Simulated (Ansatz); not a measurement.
Input and command of a plane-wave DFT calculation in Ansatz:

```yaml
crystal:
  lattice:
    - [-1.66395, 1.58907225, 1.66395]
    - [1.66395, -1.58907225, 1.66395]
    - [1.66395, 1.58907225, -1.66395]
  atoms:
    - { symbol: Nb, position: [0.0, 0.0, 0.0] }
basis:
  ecutwfc: 420
kpoints:
  mp_grid: { grid: [20, 20, 20] }
hamiltonian:
  xc: pbe
scf:
  occupations: { method: gaussian, width: 0.15 }
output:
  forces: true
  stress: true
  eigenvalues: true
  write_density: true
  write_potential: true
  elf: true
  volumetric_format: npy
```

```bash
ansatz run input.yaml --threads 1 --pin off --max-ram 2560MiB --backend cpu --events-out ev --progress --plain --runs-dir out
```

Processor: Arm Neoverse N1, 1 thread, on a host shared with other jobs.

Task: Estimate time, memory and problem size.

Result: About 13 s on 1 thread of Arm Neoverse N1, with other jobs on the host, peak memory 0.39 GiB. It solves 11 bands at 641 k points (the mesh reduced by symmetry) with about 353 plane waves, in 6 SCF iterations.
